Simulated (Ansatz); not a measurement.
# LiCl, space group P6_3mc: a convergence test of the k-point mesh

Program: Ansatz's Python interface.

At the Python prompt:
```pycon
>>> import csv
>>> import ansatz
>>> import numpy as np
>>> vectors = np.array([
...     [3.924882, 0.0, 0.0],
...     [-1.962441, 3.399048, 0.0],
...     [0.0, 0.0, 6.357161],
... ])
>>> system = (
...     ansatz.Lattice.of(vectors)
...     .atom("Li", [2 / 3, 1 / 3, 0.876017])
...     .atom("Li", [1 / 3, 2 / 3, 0.376017])
...     .atom("Cl", [2 / 3, 1 / 3, 0.498984])
...     .atom("Cl", [1 / 3, 2 / 3, 0.998984])
... )
>>> [site.symbol for site in system.resolved().sites]
['Li', 'Li', 'Cl', 'Cl']
>>> setup = (
...     system.calculation()
...     .occupations(ansatz.OccupationsMethod.FIXED)
...     .functional("lda")
... )
>>> rows = []
>>> for value in [(2, 2, 1), (3, 3, 2), (4, 4, 2), (5, 5, 3), (7, 7, 4), (8, 8, 5)]:
...     rep = setup.kpoints(*value).run().report
...     rows.append((value, rep["free_energy_ev"] / len(rep["lattice"]["sites"]), rep["n_iterations"], rep["n_kpoints"]))
...
DeckWarning: basis.ecutwfc = 420 eV, auto-derived from the records' recommended cutoffs: set by Li (normal level)
>>> with open("kconv.csv", "w", newline="") as handle:
...     writer = csv.writer(handle)
...     writer.writerow(["mesh", "F/atom (eV)", "iterations", "k-points"])
...     writer.writerows([round(v, 5) if isinstance(v, float) else v for v in row] for row in rows)
...
38
>>> # the last row is the reference
>>> for row in rows[:-1]:
...     shift = 1000 * (row[1] - rows[-1][1])
...     print(f"{row[0]}: {shift:+.2f} meV/atom" + ("  (within 5 meV)" if abs(shift) < 5 else ""))
...
(2, 2, 1): +52.37 meV/atom
(3, 3, 2): +4.25 meV/atom  (within 5 meV)
(4, 4, 2): +0.39 meV/atom  (within 5 meV)
(5, 5, 3): +0.04 meV/atom  (within 5 meV)
(7, 7, 4): +0.00 meV/atom  (within 5 meV)
```

File `kconv.csv` afterwards:
```csv
mesh,F/atom (eV),iterations,k-points
"(2, 2, 1)",-624.62977,6,2
"(3, 3, 2)",-624.67789,6,6
"(4, 4, 2)",-624.68175,6,8
"(5, 5, 3)",-624.6821,6,10
"(7, 7, 4)",-624.68214,6,24
"(8, 8, 5)",-624.68214,6,30
```

From 3×3×2 on it stays within 5 meV an atom of the value at 8×8×5; the first row (2×2×1) is off by 52.4 meV and the last but one by 0.00 meV.

Caveats:
- The structure comes from a database of computed cells and needn't be a stable or known phase.
- Warnings are shown shortened and without file and line.
- Shifts are counted from the finest mesh, which is itself no proven limit.
- It ran for 7.2 s on 1 thread of Arm Neoverse V1, on a shared host, peak memory 0.38 GiB.

(Lines on the test bed's own set-up are left out of the output.)
